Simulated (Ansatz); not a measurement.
# Phases of TiC at 180 GPa

Structure types of TiC are relaxed in primitive cells with their symmetry kept at 180 GPa, on PAW files; LAPW relaxes the small cells further and takes the PAW cell for the others (marked *). The enthalpy is E + pV at zero temperature, without zero-point motion. Only the types listed were tried, and differences under about 5 meV/atom are mesh noise. Not among the end structures: zincblende, which may lie lower.

Level of theory: DFT with PBE, scalar-relativistic, in Ansatz 0.2.0; Fermi–Dirac smearing of 0.1 eV, no spin polarisation. LAPW: all electrons, basis error target 0.5 meV/atom; PAW: frozen-core files, cutoff 420 eV.

k meshes: rocksalt 17×17×17, CsCl 16×16×16, WC 17×17×15, NiAs 12×12×7.

**Question.** Order the types by LAPW enthalpy, lowest first.
A. NiAs
B. CsCl
C. rocksalt
D. WC

**Answer.** C (0 meV/atom), B (811 meV/atom), A (858 meV/atom), D (1004 meV/atom).

```tsv
start type	ends as	a, b, c (Å)	V (Å³/atom)	H − H(lowest), LAPW (meV/atom)	same, PAW
rocksalt	rocksalt, Fm-3m	3.847, 3.847, 3.847	7.12	0.0	0.0
CsCl	CsCl, Pm-3m	2.383, 2.383, 2.383	6.77	810.7	809.5
WC	WC, P-6m2	2.591, 2.591, 2.488	7.23	1003.5	1002.3
NiAs*	NiAs, P6_3/mmc	2.643, 2.643, 4.875	7.37	858.2	858.1
```

**Question.** Split the lead of rocksalt over CsCl into energy and pV.

**Answer.** For CsCl less rocksalt: ΔE = +1202.4 meV/atom, and p·ΔV = 180 GPa × -0.3487 Å³ × 6.242 meV/(GPa·Å³) = -391.7 meV/atom, together 810.7 meV/atom. rocksalt wins by its internal energy, though it is the less dense.
